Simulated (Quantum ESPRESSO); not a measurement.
# MgSe under changes of volume

One of the cells (20.246 Å³/atom); the others are scaled copies at fixed shape and fractional positions:

```
Se Mg
1.0
     0.00000    2.72550    2.72550
     2.72550    0.00000    2.72550
     2.72550    2.72550    0.00000
Se Mg
1 1
Direct
  0.50000 0.50000 0.50000
  0.00000 0.00000 0.00000
```

- Program: Quantum ESPRESSO 7.5
- Functional: PBEsol
- Potentials or basis: GBRV 1.5 PBEsol
- Cutoff: 612 eV
- Density cutoff: 4898 eV
- k mesh: 8 × 8 × 8
- Occupations: fermi-dirac, width 0.05 eV
- Spin: no spin polarisation

```csv
volume (Å³/atom),energy over the lowest point (meV/atom),pressure (GPa),gap on the mesh (eV)
19.031,16.31,4.5,1.86
19.436,6.97,2.8,1.83
19.841,1.67,1.3,1.80
20.246,0.00,-0.1,1.77
20.651,1.62,-1.3,1.74
21.056,?,?,?
21.461,13.44,-3.4,1.68
```

Task: What does the run at 21.056 Å³/atom give?

Result: Energy over the lowest point 6.20 meV/atom; pressure -2.4 GPa; gap on the mesh 1.71 eV.

Worked out: A Birch-Murnaghan fit of order 3 (a polynomial in V^(-2/3)) to the other rows has its minimum at 20.24 Å³/atom with B0 = V·E''(V) = 65 GPa and B' = 4.2. It gives 6.19 meV/atom at 21.056 Å³/atom, against the run's 6.20, and -dE/dV = -2.4 GPa, against -2.4. A straight line through the other rows of the gap, of slope -1.5 eV per unit of ln V, gives 1.71 eV, against the run's 1.71.

Energies are extrapolated to zero smearing.

A mesh can miss the band edges. Spin-orbit coupling on Se is left out.
